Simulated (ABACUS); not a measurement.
Bi:

```
CELL_PARAMETERS angstrom
-1.98143 1.98143 1.98143
1.98143 -1.98143 1.98143
1.98143 1.98143 -1.98143
ATOMIC_POSITIONS crystal
Bi 0.00000 0.00000 0.00000
```

This isn't the form of Bi at room conditions, which is rhombohedral.

```yaml
Program: ABACUS 3.10.1
Task: relaxation of cell and atoms
Functional: SCAN
Potentials_or_basis: SG15 ONCV 1.2 PBE
Cutoff: 1034 eV
Density_cutoff: 4136 eV
Basis: plane waves
k_mesh: 6 × 6 × 6
Occupations: fermi-dirac, width 0.05 eV
Spin: no spin polarisation
```

At the start: pressure -1.3 GPa; volume 31.12 Å³/atom.

Problem. How do energy, volume and symmetry change on relaxing?

Solution. Over 3 steps the energy falls by 2.7 meV/atom and the volume is 30.45 Å³/atom (-2.1 %); space group Im-3m (No. 229, to 0.05 Å).

Step by step:
```
step  energy change (eV)  largest force (eV/Å)  pressure (GPa)  volume (Å³)
   1              0.0000                0.0000           -1.27        31.12
   2             -0.0013                0.0000            1.01        29.98
   3             -0.0027                0.0000            0.00        30.45
```

Final structure:
```
Bi
1.0
    -1.96716    1.96716    1.96716
     1.96716   -1.96716    1.96716
     1.96716    1.96716   -1.96716
Bi
1
Direct
  0.00000 0.00000 0.00000
```

Caveat: the k mesh is coarse (spacing up to 0.37 Å⁻¹), so the values aren't converged; the potentials were made for another functional, which shifts forces and pressure.
